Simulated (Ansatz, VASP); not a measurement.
# One calculation of Ir, two programs

```xyz
2
Lattice="2.7480 0.0000 0.0000 -1.3740 2.3799 0.0000 0.0000 0.0000 4.4532" Properties=species:S:1:pos:R:3 pbc="T T T"
Ir    1.3740    0.7933    3.3399
Ir    0.0000    1.5866    1.1133
```

This isn't the form of Ir at room conditions, which is fcc.

Alike in both runs: functional PBE; k mesh 18 × 18 × 10; occupations gaussian, width 0.1 eV; no spin polarisation.

Ansatz relaxed the structure, and its values are those at the end. VASP's run is a single point on that final structure, the one shown.

```csv
,VASP,Ansatz
version,VASP 6.6.1,Ansatz 0.2.0
potentials or method,"VASP PAW PBE potentials, release 64 (Ir)","scalar-relativistic, plane waves, PAW"
plane-wave cutoff (eV),520,420
valence electrons in the cell,18,34
```

|  | VASP | Ansatz | Ansatz less VASP |
| --- | --- | --- | --- |
| gap on the k mesh at the Fermi level (eV) | none | none | - |
| pressure (GPa) | 0.5 | 0.0 | -0.50 |

A gap of «none» marks a metal or a gap that the smearing closes. The two sets of potentials don't hold the same shells in valence.

Spin-orbit coupling is left out, which matters for the levels of Ir.
